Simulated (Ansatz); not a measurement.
HgTe (Coloradoite) in Ansatz: the effect of functional

HgTe (Coloradoite):

```
Hg Te
1.0
     0.00000    3.27755    3.27755
     3.27755    0.00000    3.27755
     3.27755    3.27755    0.00000
Hg Te
1 1
Direct
  0.00000 0.00000 0.00000
  0.75000 0.75000 0.75000
```

The cell isn't the ideal one: volume scaled by 1.06.

Alike in all runs:

* Program: Ansatz 0.2.0
* Task: single point
* Potentials or basis: Ansatz PAW
* k mesh: 7 × 7 × 7
* Occupations: fermi-dirac, width 0.05 eV
* Spin: no spin polarisation

```tsv
functional	cutoff	pressure (GPa)
LDA	420 eV (not typed: the program's choice for these potentials)	-2.3
r2SCAN	500 eV (not typed: the program's choice for these potentials)	0.4
PBE	420 eV (not typed: the program's choice for these potentials)	?
```

Question: What does the run with functional PBE give?

Answer: Pressure 1.7 GPa.

Caveats: the PAW data sets come from PBE, with cores solved anew for the run's functional, which leaves a small shift of forces and pressure (some runs).
